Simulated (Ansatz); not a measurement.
In TlCl (CsCl type) the Tl atom of the primitive cell, with all its periodic images, is moved by 0.02 Å along x.

```yaml
crystal:
  lattice:
    - [3.90000, 0.00000, 0.00000]
    - [0.00000, 3.90000, 0.00000]
    - [0.00000, 0.00000, 3.90000]
  atoms:
    - { symbol: Tl, position: [0.00513, 0.00000, 0.00000] }
    - { symbol: Cl, position: [0.50000, 0.50000, 0.50000] }
```
Lattice in Å, positions in fractions of it.

These are results of PBE, plane waves, PAW datasets (earlier set, tuned by hand) in Ansatz, not measurements.

Cutoff 660 eV; k-mesh 8×8×8 Γ-centred; Fermi–Dirac smearing of 0.1 eV; no spin polarisation; no spin–orbit coupling.

Q: What force results, and what does it mean for the zone-centre vibration?

A: The force on it along the displacement is -0.0009 eV/Å, a force constant of 0.05 eV/Å². The energy is nearly flat along this displacement on this mesh.

| atom | Fx (eV/Å) | Fy (eV/Å) | Fz (eV/Å) |
| --- | --- | --- | --- |
| Tl1 | -0.0009 | 0.0000 | 0.0000 |
| Cl2 | 0.0009 | 0.0000 | 0.0000 |

Spin–orbit coupling is left out, which matters for 6p elements such as Tl, Pb and Bi.
